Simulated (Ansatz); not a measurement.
BaSnO₃ under load (space group Pm-3m): band-edge transport data

Consider the following.

```
BaSnO3
1.0
    4.08002     0.00000     0.00000
    0.00000     4.08002     0.00000
    0.00000     0.00000     4.08002
Ba Sn O
1 1 3
Cartesian
  2.04001   2.04001   2.04001
  0.00000   0.00000   0.00000
  0.00000   2.04001   0.00000
  2.04001   0.00000   0.00000
  0.00000   0.00000   2.04001
```

Method: PBEsol with spin-orbit coupling, rigid bands (plane waves, PAW; Ansatz, a first-principles code). Condition of this run: hydrostatic pressure 5 GPa (the target of the relaxation). Geometry: cell and atoms relaxed with PBEsol, then loaded as said.

| Item | Value |
|---|---|
| band gap | 1.25 eV |
| electron conductivity mass (300 K, dilute) | 0.193 mₑ |
| hole conductivity mass (300 K, dilute) | 1.88 mₑ |
| effective density of states N_c (300 K) | 2.1e18 cm⁻³ |
| effective density of states N_v (300 K) | 3.1e20 cm⁻³ |
| density-of-states mass, electrons | 0.193 mₑ |
| density-of-states mass, holes | 5.4 mₑ |
| Seebeck coefficient, n-type 1e19 cm⁻³, 300 K | -111 μV/K |
| best n-type power factor at 300 K for τ = 10 fs (best axis; densities from 1e16 to 1e21 cm⁻³ tried, whether or not they can be reached) | 1.73 μW/(cm·K²) at 1e19 cm⁻³ |
| Seebeck coefficient, p-type 1e19 cm⁻³, 300 K | 531 μV/K |

Rigid bands; masses and Seebeck coefficients take one relaxation time τ for all states and one kind of carrier; polarons and phonon drag are left out.
